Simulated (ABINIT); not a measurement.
Runs of ABINIT 10.8.3 (patched build) on CdSe (Cadmoselite). It takes space group P6_3mc (No. 186, hexagonal). The conventional cell has a = 4.300 Å, b = 4.300 Å, c = 7.020 Å, α = 90.00°, β = 90.00°, γ = 120.00°. Cd (site symmetry 3m) has 4 Se at 2.61 to 2.70 Å as nearest neighbours. Se (site symmetry 3m) has 4 Cd at 2.61 to 2.70 Å as nearest neighbours. 

| task | level | potentials or basis | k mesh | cutoff (eV) | fine-grid cutoff | mesh quality | gap on the mesh (eV) | largest force (eV/Å) |
| --- | --- | --- | --- | --- | --- | --- | --- | --- |
| single point | r2SCAN | JTH PAW PBE v2.0 | 3 × 3 × 2 | 544 | 1088.46 eV | coarse | (c) | 0.34 |
| single point | PBEsol | JTH PAW PBE v2.0 | 6 × 6 × 3 | 463 | 925.187 eV | not flagged | 0.57 | 0.27 |
| single point | LDA | JTH PAW LDA v2.0 | 9 × 9 × 5 | 463 | 925.187 eV | not flagged | (a) | 0.26 |
| band structure | HCTH407 | JTH PAW PBE v2.0 | 7 × 7 × 4 | 463 | 925.187 eV | not flagged | (b) | 0.27 |
| band structure | revPBE | JTH PAW PBE v2.0 | 7 × 7 × 4 | 463 | 925.187 eV | not flagged | 0.82 | 0.29 |
| single point | LDA | JTH PAW LDA v2.0 | 3 × 3 × 2 | 463 | 925.187 eV | coarse | 0.38 | 0.31 |

Alike in all rows: no spin polarisation; cell as given; smearing fermi-dirac 0.05 eV.

Problem. Estimate the missing entries.

Solution. (a) 0.42; (b) 1.07; (c) 1.15.

Caveats: some runs use coarse meshes; the PAW data sets were made with another functional, which shifts forces and pressure a little (some runs).

A k mesh can miss the band edges, and the runs leave out spin-orbit coupling on Cd, Se.

Runs at the PBE level aren't shown here.
